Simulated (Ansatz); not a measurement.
Space group Fm-3m (No. 225). a = 4.788 Å, b = 4.788 Å, c = 4.788 Å, α = 90.00°, β = 90.00°, γ = 90.00°
| atom | site | symmetry | x | y | z |
| --- | --- | --- | --- | --- | --- |
| Hf | 4b | m-3m | 0.5000 | 0.0000 | 0.0000 |
| B | 4a | m-3m | 0.0000 | 0.0000 | 0.0000 |

Equation of state of this HfB structure (not necessarily the ground state), with shape and atoms relaxed at each volume where symmetry leaves them free. It has no gap at any of these volumes. Level of theory: Ansatz 0.2.0, DFT PBEsol, scalar-relativistic, plane waves, PAW.

Plane waves to 420 eV, a k mesh through Γ of 16×16×16 on the computed 2-atom cell and Gaussian smearing (0.10 eV); no spin polarisation.

| V (Å³/atom) | E − E(largest V) (meV/atom) | P (GPa) |
| --- | --- | --- |
| 12.073 | 68.83 | 29.18 |
| 12.485 | 5.67 | 20.19 |
| 12.896 | -36.02 | 12.44 |
| 13.308 | -59.17 | 5.74 |
| 13.720 | -66.29 | -0.05 |
| 14.131 | -59.56 | -5.05 |
| 14.543 | -40.84 | -9.39 |
| 15.092 | 0.00 | -14.27 |

Fit a third-order Birch–Murnaghan equation to E(V).

V0 = 13.72 Å³/atom, B0 = 180 GPa, B0' = 3.8.

Spin-orbit coupling is left out, which matters for the bands of heavy elements.